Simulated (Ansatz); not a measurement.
# Bi (Im-3m) in Ansatz: reference runs

Aim: a first look at Bi with PBEsol, on the cell as given and on a disturbed one.

All numbers are computed with Ansatz 0.2.0; they aren't measurements. Logs are shortened: lines on timing, memory, paths and dates and some standing lists are left out, and cuts for length are marked.

### Step 1. Starting point

Symmetry: Im-3m, No. 229, cubic system. The conventional cell has a = 3.963 Å, b = 3.963 Å, c = 3.963 Å, α = 90.00°, β = 90.00°, γ = 90.00°. Bi (site symmetry m-3m) has 8 Bi at 3.43 Å as nearest neighbours.

This isn't the form of Bi at room conditions, which is rhombohedral.

### Step 2. Single point, PBEsol

The input, input.yaml:

```yaml
crystal:
  lattice:
    - [-1.9814305318, 1.9814305318, 1.9814305318]
    - [1.9814305318, -1.9814305318, 1.9814305318]
    - [1.9814305318, 1.9814305318, -1.9814305318]
  atoms:
    - { symbol: Bi, position: [0.0, 0.0, 0.0] }
hamiltonian:
  xc: pbesol
  pseudopotentials: { kind: paw }
kpoints:
  mp_grid: { grid: [9, 9, 9] }
scf:
  occupations: { method: fermi_dirac, width: 0.05 }
output:
  forces: true
  stress: true
  eigenvalues: true
```

Potentials or basis: Ansatz PAW.

Command:

```console
ansatz run input.yaml --threads 2 --pin off --max-ram 5632MiB --backend cpu --events-out ev --progress --plain --runs-dir out
```

Log:

```text
Warning: RAYON_NUM_THREADS=2 ignored (pool sized by the plan → 2); use --threads N
Engine: ansatz 0.2.0, x86_64-unknown-linux-gnu
Pseudopotentials: kind: paw
Pseudopotential: Bi, paw, valence charge 15, recommended cutoff 420 eV (normal), Bi.paw.azcp
Functional definition: PBEsol
  exchange = pbesol_x
  correlation = pbesol_c
Crystal: 1 atoms, lattice volume = 31.117 Å³
Basis set: ecut = 420 eV, 603 PW (Γ), exchange–correlation on 48×48×48 points (8 copies of the dense FFT grid, shifted against one another)
Bands: 12, of which v1, the nominal top of the filled ones, is band 8 counted from 1 (7 counted from 0)
Symmetry: 48 space group operations
Space group: Im-3m (ITA 229), of the structure as read, at distance tolerance 3.1e-5 Å
k-points: 35 of 729
Non-local potential: Bi, projectors of the file, l = 0: 2, l = 1: 2, l = 2: 2, l = 3: 2
PAW form: soft (Blöchl's): semilocal exchange-correlation on the pseudo side does not see the compensation charge
PAW frozen core: Bi, regenerated for the run's functional, and the local potential with it (the file was generated under x = pbe(κ = 0.804, μ = 0.2195149727645171), c = pbe(β = 0.06672455060314922))
PAW one-centre angular grid: Bi, 590 points (default); XC on 64 Gauss nodes
Initial density: superposition of atomic densities (neutral atoms: chi_scale 0, normalization atom), corrected by the library's trained network
Initial wavefunctions: pseudopotential atomic-orbital guess
Functional: x = pbesol(κ = 0.804, μ = 0.12345679012345678), c = pbesol(β = 0.046)
SCF iter   1: F=—  HF=-12241.926105 eV  |F-HF|=—  |Δ(HF+E_count)|=         —  Δρ=9.59e-4  dr2=1.52e-4  ethr=1.77e-3  ⟨swp⟩=5.8  Hψ=2461  notcnv=0
preconditioner: auto → Kerker (q_TF=auto, 2.416 Å⁻¹)  [metal: Δε(μ)=0.210 eV  Ē_g=24.059 eV  σ=0.050 eV  W_gap=0.49  n_scr=12 (ndim 8)  ℏωp=25.8 eV  f_vac=0.000  D(μ)=0.54/eV (n_scr^D=0)]
SCF iter   2: F=—  HF=-12241.925525 eV  |F-HF|=—  |Δ(HF+E_count)|=   5.80e-4  Δρ=7.28e-4  dr2=9.75e-5  ethr=1.01e-6  ⟨swp⟩=2.6  Hψ=1030  notcnv=0
SCF iter   3: F=—  HF=-12241.925520 eV  |F-HF|=—  |Δ(HF+E_count)|=   4.49e-6  Δρ=4.22e-4  dr2=3.36e-5  ethr=6.50e-7  ⟨swp⟩=2.0  Hψ=669  notcnv=0
SCF iter   4: F=—  HF=-12241.925502 eV  |F-HF|=—  |Δ(HF+E_count)|=   1.86e-5  Δρ=1.92e-4  dr2=6.56e-6  ethr=2.24e-7  ⟨swp⟩=3.0  Hψ=700  notcnv=0
SCF iter   5: F=—  HF=-12241.925497 eV  |F-HF|=—  |Δ(HF+E_count)|=   4.40e-6  Δρ=3.34e-5  dr2=1.89e-7  ethr=4.38e-8  ⟨swp⟩=2.0  Hψ=656  notcnv=0
SCF iter   6: F=-12241.925497 eV  HF=-12241.925497 eV  |F-HF|=6.15e-10  |Δ(HF+E_count)|=   1.14e-7  Δρ=3.25e-6  dr2=1.66e-9  ethr=6.67e-10  ⟨swp⟩=7.0  Hψ=2052  notcnv=0
SCF 1 converged in 6 iterations: F = -12241.925497 eV  dr2 = 1.66e-9
SCF converged after 6 iterations
Free energy (F): -12241.925497 eV
Harris-Foulkes:  -12241.925497 eV  (|F-HF|=6.15e-10)
Internal energy: -12241.921345 eV  (E = F + TS)
E sigma→0 (E₀):  -12241.923421 eV
Entropy (-TS):   -0.004153 eV (-4.153 meV/atom)
Fermi energy:    11.596807 eV
--- Per-component energies (eV) ---
  E_band       = -83.868834
  E_kinetic    = 302.210237
  E_local      = -1400.846383  (includes V_loc(G=0)·N_el)
  E_nonlocal   = 561.914470
  E_hartree    = 442.124609
  E_xc         = -150.307639
  E_vxc        = -144.169089  (∫ρ·V_xc dr)
  E_paw        = -10509.440085  (= ΣΔE_a)
  E_vpaw       = -287.226058  (= ΣTr[D̂ρ^β])
  E_aug_tail   = -0.000463  (compensation charges beyond the density's cutoff)
  E_ewald      = -1487.665842
  E_core_change = 0.089752  (= ΣΔE_core)
  E_smearing   = -0.004153  (= −TS)
  E_closure    = 0.000000  (closes the sum)
  Σ components = -12241.925497   (vs F -12241.925497, Δ=0.00e0)
--- Forces (eV/Å), atoms counted from 1 ---
  atom   1  Bi    -0.00000000     0.00000000     0.00000000
  max |Σ_I F_I| component: 5.92e-31 eV/Å
--- Stress (GPa, compression-positive) ---
       -1.971047      -0.000000      -0.000000
       -0.000000      -1.971047       0.000000
       -0.000000      -0.000000      -1.971047
  P = ⅓ Tr σ = -1.9710 GPa (-19.710 kbar)
--- Band table (eV; the first three rows and the last of 35) ---
  k-point 0: bands = ["-11.3791", "-11.3791", "-11.3791", "-11.2492", "-11.2492", "-1.9410", "16.7007", "16.7007", "16.7007", "20.6993", "22.0278", "22.0278"]
  k-point 1: bands = ["-11.3838", "-11.3712", "-11.3547", "-11.2546", "-11.2501", "-1.7161", "14.6872", "16.0592", "16.4973", "20.3683", "21.1281", "21.7744"]
  k-point 2: bands = ["-11.3957", "-11.3553", "-11.2922", "-11.2647", "-11.2524", "-1.0581", "11.5650", "14.8444", "15.9748", "18.9231", "20.1566", "21.9382"]
  k-point 34: bands = ["-11.3856", "-11.3812", "-11.1928", "-11.1928", "-11.1911", "3.0232", "9.5997", "9.9114", "9.9114", "15.1825", "15.7981", "26.5988"]
```

Run time: 0.7 s. Hardware: 2 threads of Intel Xeon Platinum 8259CL at 2.50GHz (Skylake/Cascade Lake), shared host; peak memory 0.34 GiB.

What came out:

| Item | Value |
| --- | --- |
| Free energy | -12241.9255 eV |
| Pressure | -2.0 GPa |
| Band gap on the k mesh | none (metal or under the smearing width) |

Caveat: spin-orbit coupling is left out, which moves the levels of the heavy elements; the PAW data sets come from PBE, with cores solved anew for the run's functional, which leaves a small shift of forces and pressure.

### Step 3. Single point, PBEsol (cell strained at random at fixed volume)

The input, input.yaml:

```yaml
crystal:
  lattice:
    - [-2.051092, 1.932264, 1.963721]
    - [2.009132, -1.95414, 1.943637]
    - [2.069958, 1.973006, -1.985597]
  atoms:
    - { symbol: Bi, position: [-0.013777, -0.017305, -0.019666] }
hamiltonian:
  xc: pbesol
  pseudopotentials: { kind: paw }
kpoints:
  mp_grid: { grid: [9, 9, 9] }
scf:
  occupations: { method: fermi_dirac, width: 0.05 }
output:
  forces: true
  stress: true
  eigenvalues: true
```

Potentials or basis: Ansatz PAW.

Command:

```console
ansatz run input.yaml --threads 2 --pin off --max-ram 5632MiB --backend cpu --events-out ev --progress --plain --runs-dir out
```

Log:

```text
Warning: RAYON_NUM_THREADS=2 ignored (pool sized by the plan → 2); use --threads N
Engine: ansatz 0.2.0, x86_64-unknown-linux-gnu
Pseudopotentials: kind: paw
Pseudopotential: Bi, paw, valence charge 15, recommended cutoff 420 eV (normal), Bi.paw.azcp
Functional definition: PBEsol
  exchange = pbesol_x
  correlation = pbesol_c
Crystal: 1 atoms, lattice volume = 31.117 Å³
Basis set: ecut = 420 eV, 617 PW (Γ), exchange–correlation on 48×48×48 points (8 copies of the dense FFT grid, shifted against one another)
Bands: 12, of which v1, the nominal top of the filled ones, is band 8 counted from 1 (7 counted from 0)
Symmetry: 2 space group operations
Space group: P-1 (ITA 2), of the structure as read, at distance tolerance 3.1e-5 Å
k-points: 365 of 729
Non-local potential: Bi, projectors of the file, l = 0: 2, l = 1: 2, l = 2: 2, l = 3: 2
PAW form: soft (Blöchl's): semilocal exchange-correlation on the pseudo side does not see the compensation charge
PAW frozen core: Bi, regenerated for the run's functional, and the local potential with it (the file was generated under x = pbe(κ = 0.804, μ = 0.2195149727645171), c = pbe(β = 0.06672455060314922))
PAW one-centre angular grid: Bi, 590 points (default); XC on 64 Gauss nodes
Initial density: superposition of atomic densities (neutral atoms: chi_scale 0, normalization atom), corrected by the library's trained network
Initial wavefunctions: pseudopotential atomic-orbital guess
Functional: x = pbesol(κ = 0.804, μ = 0.12345679012345678), c = pbesol(β = 0.046)
SCF iter   1: F=—  HF=-12241.920640 eV  |F-HF|=—  |Δ(HF+E_count)|=         —  Δρ=9.65e-4  dr2=1.75e-4  ethr=1.77e-3  ⟨swp⟩=5.8  Hψ=25647  notcnv=0
preconditioner: auto → Kerker (q_TF=auto, 2.416 Å⁻¹)  [metal: Δε(μ)=0.021 eV  Ē_g=24.068 eV  σ=0.050 eV  W_gap=0.10  n_scr=12 (ndim 8)  ℏωp=25.8 eV  f_vac=0.000  D(μ)=0.63/eV (n_scr^D=0)]
SCF iter   2: F=—  HF=-12241.920025 eV  |F-HF|=—  |Δ(HF+E_count)|=   6.15e-4  Δρ=7.39e-4  dr2=1.12e-4  ethr=1.17e-6  ⟨swp⟩=2.6  Hψ=10466  notcnv=0  defer=3
SCF iter   3: F=—  HF=-12241.920024 eV  |F-HF|=—  |Δ(HF+E_count)|=   9.23e-7  Δρ=4.18e-4  dr2=3.23e-5  ethr=7.45e-7  ⟨swp⟩=2.0  Hψ=7036  notcnv=0  defer=3
SCF iter   4: F=—  HF=-12241.919999 eV  |F-HF|=—  |Δ(HF+E_count)|=   2.54e-5  Δρ=1.95e-4  dr2=6.63e-6  ethr=2.16e-7  ⟨swp⟩=3.0  Hψ=7368  notcnv=0  defer=3
iter 5 did not close the SCF: its close was put off for the readings that it lacked (scf_convergence_deferred on its scf_iter line)
SCF iter   5: F=-12241.919994 eV  HF=-12241.919994 eV  |F-HF|=2.85e-8  |Δ(HF+E_count)|=   4.63e-6  Δρ=1.65e-5  dr2=6.20e-8  ethr=4.42e-8  ⟨swp⟩=2.0  Hψ=7028  notcnv=0  defer=3
SCF iter   6: F=-12241.919994 eV  HF=-12241.919994 eV  |F-HF|=1.47e-8  |Δ(HF+E_count)|=   8.37e-9  Δρ=8.05e-6  dr2=1.61e-8  ethr=4.13e-10  ⟨swp⟩=4.2  Hψ=19085  notcnv=0
SCF 1 converged in 6 iterations: F = -12241.919994 eV  dr2 = 1.61e-8
SCF converged after 6 iterations
Free energy (F): -12241.919994 eV
Harris-Foulkes:  -12241.919994 eV  (|F-HF|=1.47e-8)
Internal energy: -12241.915145 eV  (E = F + TS)
E sigma→0 (E₀):  -12241.917570 eV
Entropy (-TS):   -0.004849 eV (-4.849 meV/atom)
Fermi energy:    11.620473 eV
--- Per-component energies (eV) ---
  E_band       = -83.889839
  E_kinetic    = 302.208874
  E_local      = -1401.091805  (includes V_loc(G=0)·N_el)
  E_nonlocal   = 561.922780
  E_hartree    = 442.231184
  E_xc         = -150.309789
  E_vxc        = -144.171308  (∫ρ·V_xc dr)
  E_paw        = -10509.439105  (= ΣΔE_a)
  E_vpaw       = -287.225105  (= ΣTr[D̂ρ^β])
  E_aug_tail   = -0.000464  (compensation charges beyond the density's cutoff)
  E_ewald      = -1487.526573
  E_core_change = 0.089752  (= ΣΔE_core)
  E_smearing   = -0.004849  (= −TS)
  E_closure    = 0.000000  (closes the sum)
  Σ components = -12241.919994   (vs F -12241.919994, Δ=0.00e0)
--- Forces (eV/Å), atoms counted from 1 ---
  atom   1  Bi     0.00000000     0.00000000     0.00000000
  max |Σ_I F_I| component: 0.00e0 eV/Å
--- Stress (GPa, compression-positive) ---
       -2.647673      -0.097709       0.382102
       -0.097709      -1.574583       0.087209
        0.382102       0.087209      -1.588785
  P = ⅓ Tr σ = -1.9370 GPa (-19.370 kbar)
--- Band table (eV; the first three rows and the last of 365) ---
  k-point 0: bands = ["-11.3941", "-11.3868", "-11.3608", "-11.2583", "-11.2453", "-1.9442", "16.4426", "16.7700", "16.8475", "20.6450", "21.7167", "22.1720"]
  k-point 1: bands = ["-11.3897", "-11.3810", "-11.3440", "-11.2619", "-11.2480", "-1.7252", "14.5472", "16.1205", "16.5771", "20.3826", "21.3407", "21.8106"]
  k-point 2: bands = ["-11.3997", "-11.3602", "-11.2901", "-11.2702", "-11.2523", "-1.0850", "11.4344", "14.9794", "16.1116", "19.0750", "20.3975", "21.8446"]
  k-point 364: bands = ["-11.3930", "-11.3561", "-11.2635", "-11.2568", "-11.2205", "0.3360", "8.8068", "12.0802", "12.9313", "20.5737", "21.7885", "23.8390"]
```

Wall time 3.8 s (2 threads of Intel Xeon Platinum 8259CL at 2.50GHz (Skylake/Cascade Lake), shared host); peak memory 0.46 GiB.

Results:

| Item | Value |
| --- | --- |
| Free energy | -12241.9200 eV |
| Pressure | -1.9 GPa |
| Band gap on the k mesh | none (metal or under the smearing width) |

Levels at points of the mesh, in eV from the Fermi level:
```
           k point  band 4  band 5  band 6  band 7  band 8  band 9  band 10  band 11  band 12
(0.00, 0.00, 0.00)  -22.88  -22.87  -13.56    4.82    5.15    5.23     9.02    10.10    10.55
```

Caveat: spin-orbit coupling is left out, which moves the levels of the heavy elements; the PAW data sets come from PBE, with cores solved anew for the run's functional, which leaves a small shift of forces and pressure.
